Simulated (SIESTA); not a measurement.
The system is Ti.

```
Ti
1.0
    -1.64100    1.64100    1.64100
     1.64100   -1.64100    1.64100
     1.64100    1.64100   -1.64100
Ti
1
Direct
  0.00000 0.00000 0.00000
```

This isn't the form of Ti at room conditions, which is hcp.

Base run:

| Property | Result |
| --- | --- |
| Program | SIESTA 5.4.2 |
| Functional | PBE |
| Potentials or basis | PseudoDojo 0.4 standard (PBE files) |
| Basis | TZDP (energy shift 0.003 Ry; two zetas on semicore shells) |
| Grid cutoff | 800 Ry |
| Energy shift | 0.003 Ry |
| k mesh | 11 × 11 × 11 |
| Occupations | fermi-dirac, width 0.05 eV |
| Spin | no spin polarisation |

Its results: band gap on the k mesh none (metal or under the smearing width); pressure -2.6 GPa.

Task: The run is repeated on the same cell with these changes: basis from TZDP (energy shift 0.003 Ry; two zetas on semicore shells) to SZP (energy shift 0.003 Ry). What comes out?

Result: Band gap on the k mesh none (metal or under the smearing width); pressure 0.7 GPa.

Caveats: the basis of atomic orbitals isn't converged, which shifts pressures, moduli and gaps.
